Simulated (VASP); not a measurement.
Te:

```
CELL_PARAMETERS angstrom
4.45400 0.00000 0.00000
-2.22700 3.85728 0.00000
0.00000 0.00000 5.92400
ATOMIC_POSITIONS crystal
Te 0.26900 0.00000 0.33333
Te 0.00000 0.26900 0.66667
Te 0.73100 0.73100 0.00000
```

```yaml
Program: VASP 6.6.1
Task: relaxation of cell and atoms
Functional: LDA
Potentials_or_basis: VASP PAW LDA potentials, release 64 (Te)
Cutoff: 600 eV
k_mesh: 9 × 9 × 5
Occupations: gaussian, width 0.03 eV
Spin: no spin polarisation
```

At the start: pressure -1.8 GPa; volume 33.93 Å³/atom.

How do energy, volume and symmetry change on relaxing?

Over 10 steps the energy falls by 21.3 meV/atom and the volume is 31.34 Å³/atom (-7.6 %); space group P3_121 (No. 152, to 0.05 Å).

The path:
```csv
step,energy change (eV),largest force (eV/Å),pressure (GPa),volume (Å³)
1,0.0000,0.0866,-1.84,101.78
2,-0.0198,0.3698,1.05,96.15
3,-0.0243,0.2834,0.12,97.77
4,-0.0377,0.2328,0.13,96.86
5,-0.0603,0.1045,0.39,94.11
6,-0.0617,0.0674,0.55,93.19
7,-0.0579,0.0540,-1.03,95.48
8,-0.0633,0.0221,-0.03,94.00
9,-0.0637,0.0148,-0.02,94.01
10,-0.0638,0.0056,-0.02,94.02
```

Final structure:
```
Te
1.0
     4.27771    0.00000    0.00000
    -2.13886    3.70461    0.00000
     0.00000    0.00000    5.93278
Te
3
Direct
  0.28734 0.00000 0.33333
  0.00000 0.28734 0.66667
  0.71266 0.71266 0.00000
```
